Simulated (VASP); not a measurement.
# NbC (Niobocarbide) in VASP: notebook

Runs on NbC (Niobocarbide). Level: r2SCAN. Tasks: single point.

Program: VASP 6.6.1. These are calculated values, not measurements. Logs are shortened: lines on timing, memory, paths and dates and some standing lists are left out, and cuts for length are marked.

## Step 1: The structure

The cell holds a slab with vacuum, 4 atoms: a = 3.160 Å, b = 3.160 Å, c = 13.870 Å, α = 90.00°, β = 90.00°, γ = 60.00°.

## Step 2: Single point, r2SCAN

POSCAR

```
NbC
1.0
    3.1601309158      0.0000000000      0.0000000000
    1.5800654579      2.7367536524      0.0000000000
    0.0000000000      0.0000000000     13.8703541321
Nb C
2 2
Direct
    0.0000000000      0.0000000000      0.3604810629
    0.3333333333      0.3333333333      0.5465063124
    0.6666666667      0.6666666667      0.4534936876
    1.0000000000      0.0000000000      0.6395189371
```

INCAR.step1

```
SYSTEM = NbC
PREC = Accurate ; ENCUT = 520
ISMEAR = -1 ; SIGMA = 0.1
LREAL = .FALSE. ; LASPH = .TRUE.
NELM = 100 ; LDIPOL = .TRUE.
IDIPOL = 3 ; DIPOL = 0.5 0.5 0.500
NBANDS = 25 ; GGA = PE
ALGO = Normal ; EDIFF = 1E-4
LWAVE = .TRUE. ; LCHARG = .FALSE.
```

INCAR.step2

```
SYSTEM = NbC
PREC = Accurate ; ENCUT = 520
EDIFF = 1E-6 ; ISMEAR = -1
SIGMA = 0.1 ; LREAL = .FALSE.
LASPH = .TRUE. ; NELM = 100
ALGO = Normal ; ISIF = 2
LWAVE = .FALSE. ; LCHARG = .FALSE.
LDIPOL = .TRUE. ; IDIPOL = 3
DIPOL = 0.5 0.5 0.500 ; METAGGA = R2SCAN
LMIXTAU = .TRUE. ; NBANDS = 25
ISTART = 1
```

KPOINTS

```
regular mesh
0
G
  6 6 1
  0 0 0
```

Potentials or basis: VASP PAW PBE potentials, release 64 (Nb_sv, C).

On the command line:

```bash
cat potpaw_PBE.64/Nb_sv/POTCAR potpaw_PBE.64/C/POTCAR > POTCAR
cp INCAR.step1 INCAR
mpirun -np 1 vasp_std > vasp.out
cp INCAR.step2 INCAR
mpirun -np 1 vasp_std > vasp.out
```

OUTCAR:

```text
SYSTEM = NbC
   PREC = Accurate
   ENCUT = 520
   EDIFF = 1E-6
   ISMEAR = -1
   LREAL = .FALSE.
   LASPH = .TRUE.
   NELM = 100
   ISIF = 2
   METAGGA = R2SCAN
   ISTART = 1

 ion  position               nearest neighbor table
   1  0.000  0.000  0.360-   3 2.23   3 2.23   3 2.23
   2  0.333  0.333  0.547-   4 2.23   4 2.23   4 2.23   3 2.23   3 2.23   3 2.23
   3  0.667  0.667  0.453-   1 2.23   1 2.23   1 2.23   2 2.23   2 2.23   2 2.23
   4  0.000  0.000  0.640-   2 2.23   2 2.23   2 2.23

  LATTYP: Found a hexagonal cell.
 ALAT       =     3.1601309158
 C/A-ratio  =     4.3891707342

  Lattice vectors:

 A1 = (  -1.5800654579,  -2.7367536524,   0.0000000000)
 A2 = (   3.1601309158,   0.0000000000,   0.0000000000)
 A3 = (   0.0000000000,   0.0000000000,  13.8703541321)

Analysis of symmetry for initial positions (statically):
=====================================================================
 Subroutine PRICEL returns:
 Original cell was already a primitive cell.

 Routine SETGRP: Setting up the symmetry group for a
 hexagonal supercell.

 Subroutine GETGRP returns: Found  6 space group operations
 (whereof  6 operations were pure point group operations)
 out of a pool of 24 trial point group operations.

The static configuration has the point symmetry C_3v.

Analysis of symmetry for dynamics (positions and initial velocities):
=====================================================================
 Subroutine PRICEL returns:
 Original cell was already a primitive cell.

 Routine SETGRP: Setting up the symmetry group for a
 hexagonal supercell.

 Subroutine GETGRP returns: Found  6 space group operations
 (whereof  6 operations were pure point group operations)
 out of a pool of 24 trial point group operations.

The dynamic configuration has the point symmetry C_3v.

 Subroutine INISYM returns: Found  6 space group operations
 (whereof  6 operations are pure point group operations),
 and found     1 'primitive' translations

----------------------------------------------------------------------------------------

                                     Primitive cell

  volume of cell :     119.9578

  direct lattice vectors                    reciprocal lattice vectors
     3.160130916  0.000000000  0.000000000     0.316442586 -0.182698212  0.000000000
     1.580065458  2.736753652  0.000000000     0.000000000  0.365396425  0.000000000
     0.000000000  0.000000000 13.870354132     0.000000000  0.000000000  0.072096213

[... 74 lines left out ...]
   NFREE  =      0    steps in history (QN), initial steepest desc. (CG)
   ISIF   =      2    stress and relaxation
   ISYM   =      2    0-nonsym 1-usesym 2-fastsym
   POTIM  = 0.5000    time-step for ionic-motion
   TEBEG  =    0.0;   TEEND  =   0.0 temperature during run
   PSTRESS=    0.0 pullay stress
   NELECT =      34.0000    total number of electrons
   NUPDOWN=      -1.0000    fix difference up-down
   EMIN   =  10.00;   EMAX   =-10.00  energy-range for DOS
   EFERMI =   0.00;   METHOD = LEGACY
   ISMEAR =    -1;   SIGMA  =   0.10  broadening in eV -4-tet -1-fermi 0-gaus
   EFERMI_NEDOS =   21; number of points for ismear=-14 and -15
   IALGO  =     38    algorithm
   IMIX   =      4    mixing-type and parameters
     AMIX     =   0.40;   BMIX     =  1.00
     AMIX_MAG =   1.60;   BMIX_MAG =  1.00
  volume/ion in A,a.u.               =      29.99       202.38
  Fermi-wavevector in a.u.,A,eV,Ry     =   1.075371  2.032157 15.734090  1.156423
  Thomas-Fermi vector in A             =   2.211226
   LORBIT       =      0    0 simple, 1 ext, 2 COOP (PROOUT), +10 PAW based schemes
   METAGGA = R2SCAN    functional components
   LHFCALC =     F    Hartree Fock is set to
   AEXX    =    0.0000 exact exchange contribution
   IVDW    =     0    specifies the selected vdW correction
   LEPSILON=     F    determine dielectric tensor
   LRPA    =     F    only Hartree local field effects (RPA)
 non-spin polarized calculation
  energy-cutoff  :      520.00
  volume of cell :      119.96
 maximum number of plane-waves:      3244
   NGX = 11   NGY = 11   NGZ = 51

 number of electron      33.9999998 magnetization

 dipolmoment           0.000000      0.000000      0.096340 electrons x Angstroem

 Free energy of the ion-electron system (eV)
  ---------------------------------------------------
  ext. energy  EPLUGINS =         0.00000000
  ---------------------------------------------------
  free energy    TOTEN  =       -66.77461330 eV

  energy without entropy =      -66.68060558  energy(sigma->0) =      -66.72760944

 E-fermi :   1.0139     XC(G=0):  -6.7425

 val. band max:        0.8568141040   @ k =   0.5000   0.1667   0.0000
 cond. band min:       1.1421228731   @ k =   0.5000   0.1667   0.0000
 fundamental gap:      0.2853087691
 Fermi energy:         1.0139419995

 k-point     1 :       0.0000    0.0000    0.0000
  band No.  band energies     occupation
      1     -55.9554      2.00000
      2     -55.6769      2.00000
      3     -31.6061      2.00000
      4     -31.0017      2.00000
      5     -30.9080      2.00000
      6     -30.9080      2.00000
[... 185 lines left out ...]
     24       7.1585      0.00000
     25       7.9059      0.00000

------------------------ aborting loop because EDIFF is reached ----------------------------------------

 vacuum level on the upper side and lower side of the slab       (xc-potential included)         0.576        -2.304

  FORCE on cell =-STRESS in cart. coord.  units (eV):
  Direction    XX          YY          ZZ          XY          YZ          ZX
  --------------------------------------------------------------------------------------
  -------------------------------------------------------------------------------------
  Total       -3.3229999     -3.3229999     -6.2354490     -0.0000000      0.0000000      0.0000000
  in kB      -44.3825832    -44.3825832    -83.2817774     -0.0000000      0.0000000      0.0000000
  external PRESSURE =     -57.3489813 kB  Pullay stress =       0.0000000 kB

 VOLUME and BASIS-vectors are now :
 -----------------------------------------------------------------------------
  energy-cutoff  :      520.00
  volume of cell :      119.96
      direct lattice vectors                 reciprocal lattice vectors
     3.160130916  0.000000000  0.000000000     0.316442586 -0.182698212  0.000000000
     1.580065458  2.736753652  0.000000000     0.000000000  0.365396425  0.000000000
     0.000000000  0.000000000 13.870354132     0.000000000  0.000000000  0.072096213

 POSITION                                       TOTAL-FORCE (eV/Angst)
 -----------------------------------------------------------------------------------
      0.00000      0.00000      5.00000         0.000000      0.000000      1.901800
      1.58007      0.91225      7.58024        -0.000000     -0.000000      3.276968
      3.16013      1.82450      6.29012        -0.000000     -0.000000     -2.080582
      0.00000      0.00000      8.87035         0.000000      0.000000     -3.098186
 -----------------------------------------------------------------------------------
    total drift:                                0.000000      0.000000      0.000427

  FREE ENERGIE OF THE ION-ELECTRON SYSTEM (eV)
  ---------------------------------------------------
  free  energy   TOTEN  =       -66.7746132997 eV

  energy  without entropy=      -66.6806055804  energy(sigma->0) =      -66.72760944

 vacuum level on the upper side and lower side of the slab         7.414         5.197
```

OUTCAR.step1:

```text
SYSTEM = NbC
   PREC = Accurate
   ENCUT = 520
   ISMEAR = -1
   LREAL = .FALSE.
   LASPH = .TRUE.
   NELM = 100
[... 409 lines left out ...]
      3.16013      1.82450      6.29012         0.000000     -0.000000     -1.976060
      0.00000      0.00000      8.87035         0.000000     -0.000000     -2.740265
 -----------------------------------------------------------------------------------
    total drift:                                0.000000      0.000000      0.001404

  FREE ENERGIE OF THE ION-ELECTRON SYSTEM (eV)
  ---------------------------------------------------
  free  energy   TOTEN  =       -36.0425253455 eV

  energy  without entropy=      -35.9348651773  energy(sigma->0) =      -35.98869526

 vacuum level on the upper side and lower side of the slab         6.940         4.714
```

OSZICAR.step1:

```text
N       E                     dE             d eps       ncg     rms          rms(c)
DAV:   1     0.321028947444E+03    0.32103E+03   -0.17979E+04   390   0.124E+03
DAV:   2    -0.134482388974E+02   -0.33448E+03   -0.31926E+03   465   0.458E+02
DAV:   3    -0.419531907325E+02   -0.28505E+02   -0.27990E+02   604   0.102E+02
[... 11 lines left out ...]
DAV:  15    -0.360418142434E+02   -0.85415E-04   -0.12666E-03   369   0.169E-01    0.646E-02
DAV:  16    -0.360419205246E+02   -0.10628E-03   -0.11702E-04   321   0.963E-02    0.319E-02
DAV:  17    -0.360423832989E+02   -0.46277E-03   -0.14278E-04   302   0.709E-02    0.124E-02
DAV:  18    -0.360424870823E+02   -0.10378E-03   -0.24743E-05   249   0.412E-02    0.702E-03
DAV:  19    -0.360425253455E+02   -0.38263E-04   -0.15825E-05   225   0.296E-02
   1 F= -.36042525E+02 E0= -.35988695E+02  d E =-.107660E+00
```

Wall time 4.5 min (1 thread of AMD EPYC 7R43 (Zen 3), shared host); peak memory 0.21 GiB.

Results:

```
Free energy            : -66.7746 eV
Largest force          : 3.277 eV/Å
Band gap on the k mesh : none (metal or under the smearing width)
```

Forces on the atoms (eV/Å):
```
Nb   0.000  0.000  1.902
Nb   0.000  0.000  3.277
C    0.000  0.000 -2.081
C    0.000  0.000 -3.098
```

Levels at points of the mesh, in eV from the Fermi level:
```csv
k point,band 15,band 16,band 17,band 18,band 19,band 20
"(0.00, 0.00, 0.00)",-0.71,-0.71,-0.33,0.75,0.75,1.32
"(0.50, 0.00, 0.00)",-1.80,-0.36,0.16,0.57,2.19,2.61
```

Caveat: the k mesh is coarse (spacing up to 0.38 Å⁻¹), so the values aren't converged; the PAW data sets were made with another functional, which shifts forces and pressure a little.

## Step 3: Single point, r2SCAN

This run uses another cell than the first one, of 25.67 Å³/atom, 0.856 times its volume.

POSCAR

```
NbC
1.0
    3.1601309158      0.0000000000      0.0000000000
    1.5800654579      2.7367536524      0.0000000000
    0.0000000000      0.0000000000     11.8703541321
Nb C
2 2
Direct
    0.0000000000      0.0000000000      0.3369739399
    0.3333333333      0.3333333333      0.5543420200
    0.6666666667      0.6666666667      0.4456579800
    1.0000000000      0.0000000000      0.6630260601
```

INCAR.step1

```
ALGO = Normal
DIPOL = 0.5 0.5 0.500
EDIFF = 1E-4
ENCUT = 520
GGA = PE
IDIPOL = 3
ISMEAR = -1
LASPH = True
LCHARG = False
LDIPOL = True
LREAL = False
LWAVE = True
NBANDS = 25
NELM = 100
PREC = Accurate
SIGMA = 0.1
```

INCAR.step2

```
ALGO = Normal
DIPOL = 0.5 0.5 0.500
EDIFF = 1E-6
ENCUT = 520
IDIPOL = 3
ISIF = 2
ISMEAR = -1
ISTART = 1
LASPH = True
LCHARG = False
LDIPOL = True
LMIXTAU = True
LREAL = False
LWAVE = False
METAGGA = R2SCAN
NBANDS = 25
NELM = 100
PREC = Accurate
SIGMA = 0.1
```

KPOINTS

```
k-points
0
Gamma
  6 6 1
```

Potentials or basis: VASP PAW PBE potentials, release 64 (Nb_sv, C).

On the command line:

```bash
cat potpaw_PBE.64/Nb_sv/POTCAR potpaw_PBE.64/C/POTCAR > POTCAR
cp INCAR.step1 INCAR
mpirun -np 1 vasp_std > vasp.out
cp INCAR.step2 INCAR
mpirun -np 1 vasp_std > vasp.out
```

Run time: 2.9 min. Hardware: 1 thread of AMD EPYC 7R43 (Zen 3), shared host; peak memory 0.19 GiB.

The run converged. Its results:

| Item | Value |
| --- | --- |
| Free energy | -66.7732 eV |
| Largest force | 3.276 eV/Å |
| Band gap on the k mesh | none (metal or under the smearing width) |

Forces in eV/Å, atoms in the order of the input:
```
Nb   0.000  0.000  1.903
Nb   0.000  0.000  3.276
C    0.000  0.000 -2.081
C    0.000  0.000 -3.098
```

Levels at points of the mesh, in eV from the Fermi level:
| k point | band 15 | band 16 | band 17 | band 18 | band 19 | band 20 |
| --- | --- | --- | --- | --- | --- | --- |
| (0.00, 0.00, 0.00) | -0.71 | -0.71 | -0.33 | 0.75 | 0.75 | 1.31 |
| (0.50, 0.00, 0.00) | -1.79 | -0.36 | 0.16 | 0.57 | 2.19 | 2.61 |

Caveat: the k mesh is coarse (spacing up to 0.38 Å⁻¹), so the values aren't converged; the PAW data sets were made with another functional, which shifts forces and pressure a little.
